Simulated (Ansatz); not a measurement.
# Electron scattering at the Σ5 (210) boundary in fcc Al with O (interstitial)

Wanted: what the Σ5 (210) boundary in fcc Al with O (interstitial) costs an interconnect.

Method: Ansatz plane-wave DFT, PBE, PAW files; relaxation of a bicrystal slab with its lowest layers held; PAW set soft_1, in the first sound run; inputs show where later runs differ, in Ansatz 0.2.0.

## (1) Starting point

The cell holds 22 atoms: 21 Al and 1 O. Cell: a = 4.958 Å, b = 4.048 Å, c = 30.008 Å, α = 90.0°, β = 90.0°, γ = 65.9°. It derives from Al. built on the (2 1 0) plane; 2 overlapping atoms removed and the grains opened by 0 Å. Vacuum lies along c.

## (2) Relaxing the bicrystal

The boundary is built by mirroring the lower grain in the boundary plane and removing any atoms that overlap; then the O is put in at the boundary. A thin bicrystal slab is relaxed first, with the lowest layers held and the upper grain free to shift and open.

input.yaml reads:

```yaml
crystal:
  lattice:
    - [4.957730497, 0.0, 0.0]
    - [1.6525768323, 3.6952741352, 0.0]
    - [0.0, 0.0, 30.0082257911]
  atoms:
    - { symbol: Al, position: [0.6, 0.7000000001, 0.1666209804] }
    - { symbol: Al, position: [0.2, 0.4000000001, 0.1967844967] }
    - { symbol: Al, position: [0.8, 0.1000000001, 0.226948013] }
    - { symbol: Al, position: [0.4, 0.8000000001, 0.2571115294] }
    - { symbol: Al, position: [1.0, 0.5000000001, 0.2872750457] }
    - { symbol: Al, position: [0.6, 0.2, 0.3174385621] }
    - { symbol: Al, position: [0.2, 0.9, 0.3476020784] }
    - { symbol: Al, position: [0.8, 0.6, 0.3777655948] }
    - { symbol: Al, position: [0.4, 0.3, 0.4079291111] }
    - { symbol: Al, position: [0.0, 0.0, 0.4380926274] }
    - { symbol: O, position: [0.5, 0.75, 0.4380926274] }
    - { symbol: Al, position: [0.8, 0.6, 0.4984196601] }
    - { symbol: Al, position: [0.2, 0.9, 0.5285831765] }
    - { symbol: Al, position: [0.6, 0.2, 0.5587466928] }
    - { symbol: Al, position: [1.0, 0.5000000001, 0.5889102092] }
    - { symbol: Al, position: [0.4, 0.8000000001, 0.6190737255] }
    - { symbol: Al, position: [0.8, 0.1000000001, 0.6492372419] }
    - { symbol: Al, position: [0.2, 0.4000000001, 0.6794007582] }
    - { symbol: Al, position: [0.6, 0.7000000001, 0.7095642745] }
    - { symbol: Al, position: [1.0, 1.0e-10, 0.7397277909] }
    - { symbol: Al, position: [0.4, 0.3000000001, 0.7698913072] }
    - { symbol: Al, position: [0.8, 0.6000000001, 0.8000548236] }
kpoints:
  mp_grid: { grid: [6, 6, 1] }
hamiltonian:
  xc: pbe
  pseudopotentials: { kind: paw, azcp: { folder: soft_1 } }
scf:
  occupations: { method: fermi_dirac, width: 0.1 }
relax:
  f_tol: 0.03
  max_steps: 80
  constraints: [{ sites: [0, 1, 2, 3] }]
```

On the command line:

```bash
$ ansatz run input.yaml --threads 4 --pin off --max-ram 15360MiB --backend cpu --events-out ev --progress --plain --runs-dir out
```

Numbers of over 12 decimals in the logs are rounded to 6 here.

The log of the run:

```text
Engine: ansatz 0.2.0, aarch64-unknown-linux-gnu
Pseudopotentials: kind: paw
Pseudopotential: Al, paw, valence charge 3, recommended cutoff 420 eV (normal), soft_1/Al.paw.azcp
Pseudopotential: O, paw, valence charge 6, recommended cutoff 420 eV (normal), soft_1/O.paw.azcp
Functional definition: PBE
  parameter kappa = 0.804
  parameter beta = 0.066725
  exchange = pbe_x(kappa = kappa, mu = beta*pi^2/3)
  correlation = pbe_c(beta = beta)
Crystal: 22 atoms, lattice volume = 549.756 Å³
Basis set: ecut = 420 eV, 10749 PW (Γ), exchange–correlation on 72×60×432 points (8 copies of the dense FFT grid, shifted against one another)
Bands: 57, of which v1, the nominal top of the filled ones, is band 35 counted from 1 (34 counted from 0)
Symmetry: 2 space group operations
Space group: Cm (ITA 8), of the structure as read, at distance tolerance 8.2e-5 Å
k-points: 13 of 36 (time reversal used)
Non-local potential: Al, projectors of the file, l = 0: 2, l = 1: 2, l = 2: 1
Non-local potential: O, projectors of the file, l = 0: 2, l = 1: 2, l = 2: 1
PAW form: soft (Blöchl's): semilocal exchange-correlation on the pseudo side does not see the compensation charge
PAW one-centre angular grid: Al, 110 points (default); XC on 64 Gauss nodes
PAW one-centre angular grid: O, 110 points (default); XC on 64 Gauss nodes
Initial density: superposition of atomic densities (neutral atoms: chi_scale 0, normalization atom)
Initial wavefunctions: pseudopotential atomic-orbital guess
Functional: x = pbe(κ = 0.804, μ = 0.219515), c = pbe(β = 0.066725)
SCF iter   1: F=—  HF=-11855.298729 eV  |F-HF|=—  |Δ(HF+E_count)|=         —  Δρ=3.66e-2  dr2=3.51e1  ethr=3.10e-3  ⟨swp⟩=9.2  Hψ=4347  notcnv=0  defer=14
preconditioner: auto → LDOS  [metal: Δε(μ)=0.013 eV  Ē_g=6.747 eV  σ=0.100 eV  W_gap=0.03  n_scr=80 (ndim 8)  ℏωp=13.0 eV  f_vac=0.234  D(μ)=10.33/eV (n_scr^D=66)  β→1.0]
SCF iter   2: F=—  HF=-11852.012009 eV  |F-HF|=—  |Δ(HF+E_count)|=    3.29e0  Δρ=1.93e-2  dr2=2.76e0  ethr=3.10e-3  ⟨swp⟩=5.3  Hψ=2050  notcnv=0  defer=29
SCF iter   3: F=—  HF=-11851.740454 eV  |F-HF|=—  |Δ(HF+E_count)|=   2.72e-1  Δρ=3.81e-3  dr2=1.54e-1  ethr=3.10e-3  ⟨swp⟩=2.8  Hψ=1597  notcnv=0  defer=23
SCF iter   4: F=—  HF=-11851.721663 eV  |F-HF|=—  |Δ(HF+E_count)|=   1.88e-2  Δρ=6.13e-4  dr2=5.95e-3  ethr=2.24e-4  ⟨swp⟩=2.0  Hψ=1420  notcnv=0  defer=23
SCF iter   5: F=—  HF=-11851.721425 eV  |F-HF|=—  |Δ(HF+E_count)|=   2.38e-4  Δρ=1.33e-4  dr2=6.92e-4  ethr=8.62e-6  ⟨swp⟩=2.2  Hψ=1167  notcnv=0  defer=23
SCF iter   6: F=-11851.721407 eV  HF=-11851.721418 eV  |F-HF|=1.09e-5  |Δ(HF+E_count)|=   7.66e-6  Δρ=3.80e-5  dr2=2.13e-5  ethr=3.26e-8  ⟨swp⟩=4.1  Hψ=3031  notcnv=0
SCF 1 converged in 6 iterations: F = -11851.721407 eV  dr2 = 2.13e-5
  greatest PAW one-centre occupation: 0.876 electrons in one spin orbital (limit 2), on the O atom at site 10 (counted from 0), in its partial waves of l = 0
relax step   1: F+E_penalty+E_count = -11851.72140670 eV  Δ(F+E_penalty+E_count) = +0.000e0 eV  max|allowed force component| = 9.104e-1 eV/Å  Δτ_max = 0.0000 Å  (6 SCF iters, dr2 threshold 2.25e-5 eV, accepted)
Initial density: handed on by an earlier stage of this run
Initial wavefunctions: those handed on with the density
iter 1 solved again at ethr=2.30e-4 eV; its pass at ethr=3.10e-3 eV (dr2=1.59e-1 eV) is discarded
SCF iter   1: F=—  HF=-11852.112961 eV  |F-HF|=—  |Δ(HF+E_count)|=         —  Δρ=3.46e-3  dr2=2.04e-1  ethr=2.30e-4  ⟨swp⟩=2.2  Hψ=3292  notcnv=0  defer=25
eigensolver tolerance schedule calibrated: the retry pair's looser diagonalisation under-reported the residual by θ = 0.22 (0.19/decade); ethr = c·dr2/N_el runs at the constant in force after the calibration composes with the one it found (an armed cap, an earlier calibration), c = 2.6e-2
preconditioner: auto → LDOS  [metal: Δε(μ)=0.007 eV  Ē_g=6.541 eV  σ=0.100 eV  W_gap=0.02  n_scr=80 (ndim 8)  ℏωp=13.0 eV  f_vac=0.247  D(μ)=10.10/eV (n_scr^D=66)  β→1.0]
SCF iter   2: F=—  HF=-11852.084693 eV  |F-HF|=—  |Δ(HF+E_count)|=   2.83e-2  Δρ=1.12e-3  dr2=2.55e-2  ethr=7.77e-5  ⟨swp⟩=2.3  Hψ=1256  notcnv=0  defer=25
SCF iter   3: F=—  HF=-11852.083506 eV  |F-HF|=—  |Δ(HF+E_count)|=   1.19e-3  Δρ=4.14e-4  dr2=2.21e-3  ethr=9.72e-6  ⟨swp⟩=2.2  Hψ=1216  notcnv=0  defer=25
SCF iter   4: F=—  HF=-11852.083104 eV  |F-HF|=—  |Δ(HF+E_count)|=   4.02e-4  Δρ=1.13e-4  dr2=1.77e-4  ethr=8.42e-7  ⟨swp⟩=2.8  Hψ=1394  notcnv=0  defer=25
SCF iter   5: F=-11852.083059 eV  HF=-11852.083073 eV  |F-HF|=1.45e-5  |Δ(HF+E_count)|=   3.06e-5  Δρ=3.66e-5  dr2=1.87e-5  ethr=1.98e-8  ⟨swp⟩=2.8  Hψ=2710  notcnv=0
SCF 2 converged in 5 iterations: F = -11852.083059 eV  dr2 = 1.87e-5
  greatest PAW one-centre occupation: 0.875 electrons in one spin orbital (limit 2), on the O atom at site 10 (counted from 0), in its partial waves of l = 0
relax step   2: F+E_penalty+E_count = -11852.08305882 eV  Δ(F+E_penalty+E_count) = -3.617e-1 eV  max|allowed force component| = 6.456e-1 eV/Å  Δτ_max = 0.1658 Å  (5 SCF iters, dr2 threshold 5.18e-5 eV, accepted)
SCF iter   1: F=—  HF=-11852.294691 eV  |F-HF|=—  |Δ(HF+E_count)|=         —  Δρ=4.20e-3  dr2=1.60e-1  ethr=2.67e-3  ⟨swp⟩=4.0  Hψ=2257  notcnv=0  defer=22
preconditioner: auto → LDOS  [metal: Δε(μ)=0.027 eV  Ē_g=6.609 eV  σ=0.100 eV  W_gap=0.07  n_scr=80 (ndim 8)  ℏωp=13.0 eV  f_vac=0.249  D(μ)=10.44/eV (n_scr^D=66)  β→1.0]
SCF iter   2: F=—  HF=-11852.275869 eV  |F-HF|=—  |Δ(HF+E_count)|=   1.88e-2  Δρ=1.52e-3  dr2=7.95e-2  ethr=2.32e-4  ⟨swp⟩=2.0  Hψ=1480  notcnv=0  defer=25
SCF iter   3: F=—  HF=-11852.272056 eV  |F-HF|=—  |Δ(HF+E_count)|=   3.81e-3  Δρ=2.32e-4  dr2=5.90e-3  ethr=1.15e-4  ⟨swp⟩=1.4  Hψ=721  notcnv=0  defer=25
SCF iter   4: F=—  HF=-11852.272256 eV  |F-HF|=—  |Δ(HF+E_count)|=   2.00e-4  Δρ=7.26e-5  dr2=6.00e-5  ethr=8.55e-6  ⟨swp⟩=1.5  Hψ=757  notcnv=0  defer=25
SCF iter   5: F=-11852.272256 eV  HF=-11852.272268 eV  |F-HF|=1.26e-5  |Δ(HF+E_count)|=   1.22e-5  Δρ=3.77e-5  dr2=1.52e-5  ethr=3.78e-8  ⟨swp⟩=5.2  Hψ=2634  notcnv=0
SCF 3 converged in 5 iterations: F = -11852.272256 eV  dr2 = 1.52e-5
relax step   3: F+E_penalty+E_count = -11852.27225576 eV  Δ(F+E_penalty+E_count) = -1.892e-1 eV  max|allowed force component| = 2.474e-1 eV/Å  Δτ_max = 0.1943 Å  (5 SCF iters, dr2 threshold 2.61e-5 eV, accepted)
[... from here on, the SCF cycles and remarks between the steps are left out ...]
relax step   4: F+E_penalty+E_count = -11852.33095051 eV  Δ(F+E_penalty+E_count) = -5.869e-2 eV  max|allowed force component| = 2.359e-1 eV/Å  Δτ_max = 0.1126 Å  (5 SCF iters, dr2 threshold 8.99e-6 eV, accepted)
relax step   5: F+E_penalty+E_count = -11852.44381948 eV  Δ(F+E_penalty+E_count) = -1.129e-1 eV  max|allowed force component| = 2.769e-1 eV/Å  Δτ_max = 0.1950 Å  (6 SCF iters, dr2 threshold 8.17e-6 eV, accepted)
relax step   6: F+E_penalty+E_count = -11852.54129342 eV  Δ(F+E_penalty+E_count) = -9.747e-2 eV  max|allowed force component| = 1.896e-1 eV/Å  Δτ_max = 0.1904 Å  (5 SCF iters, dr2 threshold 6.97e-5 eV, accepted)
relax step   7: F+E_penalty+E_count = -11852.58039110 eV  Δ(F+E_penalty+E_count) = -3.910e-2 eV  max|allowed force component| = 5.326e-1 eV/Å  Δτ_max = 0.1919 Å  (5 SCF iters, dr2 threshold 1.69e-5 eV, accepted)
relax step   8: F+E_penalty+E_count = -11852.62896775 eV  Δ(F+E_penalty+E_count) = -4.858e-2 eV  max|allowed force component| = 2.392e-1 eV/Å  Δτ_max = 0.1944 Å  (5 SCF iters, dr2 threshold 1.00e-4 eV, accepted)
relax step   9: F+E_penalty+E_count = -11852.67422917 eV  Δ(F+E_penalty+E_count) = -4.526e-2 eV  max|allowed force component| = 1.448e-1 eV/Å  Δτ_max = 0.1988 Å  (6 SCF iters, dr2 threshold 1.15e-5 eV, accepted)
relax step  10: F+E_penalty+E_count = -11852.69449240 eV  Δ(F+E_penalty+E_count) = -2.026e-2 eV  max|allowed force component| = 1.146e-1 eV/Å  Δτ_max = 0.1948 Å  (6 SCF iters, dr2 threshold 4.23e-6 eV, accepted)
relax step  11: F+E_penalty+E_count = -11852.70477675 eV  Δ(F+E_penalty+E_count) = -1.028e-2 eV  max|allowed force component| = 3.876e-2 eV/Å  Δτ_max = 0.1949 Å  (6 SCF iters, dr2 threshold 4.81e-6 eV, accepted)
relax step  12: F+E_penalty+E_count = -11852.70795185 eV  Δ(F+E_penalty+E_count) = -3.175e-3 eV  max|allowed force component| = 4.731e-2 eV/Å  Δτ_max = 0.1622 Å  (7 SCF iters, accepted)
SCF iter   1: F=—  HF=-11852.709853 eV  |F-HF|=—  |Δ(HF+E_count)|=         —  Δρ=7.45e-4  dr2=9.00e-3  ethr=4.37e-5  ⟨swp⟩=2.3  Hψ=1685  notcnv=0  defer=28
preconditioner: auto → LDOS  [metal: Δε(μ)=0.035 eV  Ē_g=6.571 eV  σ=0.100 eV  W_gap=0.09  n_scr=80 (ndim 8)  ℏωp=13.0 eV  f_vac=0.246  D(μ)=9.60/eV (n_scr^D=58)  β→1.0]
SCF iter   2: F=—  HF=-11852.708808 eV  |F-HF|=—  |Δ(HF+E_count)|=   1.04e-3  Δρ=2.73e-4  dr2=1.13e-3  ethr=1.30e-5  ⟨swp⟩=2.2  Hψ=1283  notcnv=0  defer=28
SCF iter   3: F=—  HF=-11852.708674 eV  |F-HF|=—  |Δ(HF+E_count)|=   1.34e-4  Δρ=7.05e-5  dr2=1.09e-4  ethr=1.64e-6  ⟨swp⟩=2.0  Hψ=1064  notcnv=0  defer=28
SCF iter   4: F=—  HF=-11852.708666 eV  |F-HF|=—  |Δ(HF+E_count)|=   7.81e-6  Δρ=1.52e-5  dr2=4.82e-6  ethr=1.58e-7  ⟨swp⟩=2.0  Hψ=1183  notcnv=0  defer=28
SCF iter   5: F=—  HF=-11852.708620 eV  |F-HF|=—  |Δ(HF+E_count)|=   4.63e-5  Δρ=3.10e-6  dr2=2.03e-7  ethr=6.98e-9  ⟨swp⟩=2.0  Hψ=1167  notcnv=0  defer=28
SCF iter   6: F=-11852.708620 eV  HF=-11852.708620 eV  |F-HF|=1.52e-9  |Δ(HF+E_count)|=   2.18e-8  Δρ=9.42e-7  dr2=1.33e-8  ethr=1.45e-10  ⟨swp⟩=4.8  Hψ=2288  notcnv=0
SCF 13 converged in 6 iterations: F = -11852.708620 eV  dr2 = 1.33e-8
relax step  13: F+E_penalty+E_count = -11852.70861998 eV  Δ(F+E_penalty+E_count) = -6.681e-4 eV  max|allowed force component| = 1.685e-2 eV/Å  Δτ_max = 0.0334 Å  (6 SCF iters, accepted)
SCF converged after 6 iterations
Free energy (F): -11852.708620 eV
Harris-Foulkes:  -11852.708620 eV  (|F-HF|=1.52e-9)
Internal energy: -11852.395518 eV  (E = F + TS)
E sigma→0 (E₀):  -11852.552069 eV
Entropy (-TS):   -0.313102 eV (-14.232 meV/atom)
Fermi energy:    3.684192 eV
--- Per-component energies (eV) ---
  E_band       = -73.598796
  E_kinetic    = 626.917352
  E_local      = -14527.090585  (includes V_loc(G=0)·N_el)
  E_nonlocal   = 263.857605
  E_hartree    = 7185.184034
  E_xc         = -853.625348
  E_vxc        = -691.236893  (∫ρ·V_xc dr)
  E_paw        = -10019.773602  (= ΣΔE_a)
  E_vpaw       = -116.414893  (= ΣTr[D̂ρ^β])
  E_aug_tail   = 0.000721  (compensation charges beyond the density's cutoff)
  E_ewald      = 5472.134305
  E_smearing   = -0.313102  (= −TS)
  E_closure    = -0.000000  (closes the sum)
  Σ components = -11852.708620   (vs F -11852.708620, Δ=0.00e0)
--- Forces (eV/Å), atoms counted from 1 ---
  atom   1  Al    -0.07082836     0.03167541     0.40088281
  atom   2  Al    -0.04131885     0.01847835    -0.25348437
  atom   3  Al     0.04819795    -0.02155478    -0.07988339
  atom   4  Al     0.06078617    -0.02718440    -0.06362193
  atom   5  Al     0.00247521    -0.00110695    -0.00282888
  atom   6  Al    -0.00380220     0.00170040     0.00666520
  atom   7  Al     0.00326885    -0.00146188     0.00055451
  atom   8  Al     0.00328165    -0.00146760    -0.00534200
  atom   9  Al    -0.00183380     0.00082010     0.00641064
  atom  10  Al     0.00860805    -0.00384964     0.01479029
  atom  11  O     -0.01319373     0.00590042    -0.01685083
  atom  12  Al     0.00104070    -0.00046541     0.00635031
  atom  13  Al    -0.00219413     0.00098125     0.00386798
  atom  14  Al     0.00587868    -0.00262903    -0.01114352
  atom  15  Al    -0.00163864     0.00073282    -0.00801500
  atom  16  Al     0.00132676    -0.00059334    -0.00101097
  atom  17  Al     0.00027483    -0.00012291     0.00164773
  atom  18  Al    -0.00039988     0.00017883     0.00131324
  atom  19  Al    -0.00006994     0.00003128    -0.00187410
  atom  20  Al    -0.00030022     0.00013426    -0.00046703
  atom  21  Al    -0.00085773     0.00038359     0.00072305
  atom  22  Al     0.00128149    -0.00057310     0.00131156
  max |Σ_I F_I| component: 1.71e-5 eV/Å
--- Relaxed structure (13 steps of the walk, 13 accepted, 0 SCFs on fresh bases) ---
  F+E_penalty+E_count = -11852.70861998 eV   max|allowed force component| = 1.685e-2 eV/Å
  atoms:
    - { symbol: Al, position: [0.600000, 0.700000, 0.166621] }
    - { symbol: Al, position: [0.200000, 0.4, 0.1967844967] }
    - { symbol: Al, position: [0.800000, 0.100000, 0.226948] }
    - { symbol: Al, position: [0.400000, 0.8, 0.2571115294] }
    - { symbol: Al, position: [1.007583, 0.496208, 0.286646] }
    - { symbol: Al, position: [0.616739, 0.191631, 0.317041] }
    - { symbol: Al, position: [0.219313, 0.890344, 0.345588] }
    - { symbol: Al, position: [0.825441, 0.587280, 0.377306] }
    - { symbol: Al, position: [0.396837, 0.301581, 0.407201] }
    - { symbol: Al, position: [-0.072453, 0.036227, 0.444661] }
    - { symbol: O, position: [0.320984, 0.839508, 0.449595] }
    - { symbol: Al, position: [0.597032, 0.701484, 0.493013] }
    - { symbol: Al, position: [-0.103956, 1.051978, 0.534092] }
    - { symbol: Al, position: [0.302883, 0.348558, 0.558139] }
    - { symbol: Al, position: [0.696265, 0.651867, 0.590296] }
    - { symbol: Al, position: [0.104467, 0.947766, 0.621136] }
    - { symbol: Al, position: [0.500767, 0.249617, 0.650262] }
    - { symbol: Al, position: [-0.101753, 0.550877, 0.680656] }
    - { symbol: Al, position: [0.288155, 0.855923, 0.709685] }
    - { symbol: Al, position: [0.690512, 0.154744, 0.740936] }
    - { symbol: Al, position: [0.078004, 0.460998, 0.774981] }
    - { symbol: Al, position: [0.478268, 0.760866, 0.796668] }
```

Wall time 88 s (4 threads of Arm Neoverse V2, shared host); peak memory 1.1 GiB.

This run has no spin polarisation although its electron count is odd.

Step by step:

```csv
step,energy less that of the first step (eV),largest force component (eV/Å)
1,0.0000,0.9104
2,-0.3617,0.6456
3,-0.5508,0.2474
4,-0.6095,0.2359
5,-0.7224,0.2769
6,-0.8199,0.1896
7,-0.8590,0.5326
8,-0.9076,0.2392
9,-0.9528,0.1448
10,-0.9731,0.1146
11,-0.9834,0.0388
12,-0.9865,0.0473
13,-0.9872,0.0169
```

The run keeps the 2 symmetry operations that it works with, so distortions that break them were not tested.

The atoms that moved most (Å):

```csv
atom,dx,dy,dz,length
Al21,-1.330,0.595,0.153,1.465
Al22,-1.329,0.594,-0.102,1.460
Al19,-1.288,0.576,0.004,1.411
Al20,-1.279,0.572,0.036,1.401
Al13,-1.256,0.562,0.165,1.386
Al15,-1.255,0.561,0.042,1.375
Al18,-1.247,0.558,0.038,1.366
Al17,-1.236,0.553,0.031,1.355
```

Numbers from this step:

- free energy: -11852.7086 eV
- energy at zero smearing: -11852.5521 eV
- Fermi energy: 3.684 eV

The largest force component on a free atom ends at 0.017 eV/Å, under the tolerance of 0.03, after 13 steps.

[end of part 1 of 2]

[Logs are printed without paths, hosts, clocks, repeated set-up lines and the standing remarks that a program may print on its own settings, such as how far it seeks lower states.]

[Hosts, paths, dates, database ids (printed as entryN), source tags and the programs' standing remarks are cut or masked in the printed files.]
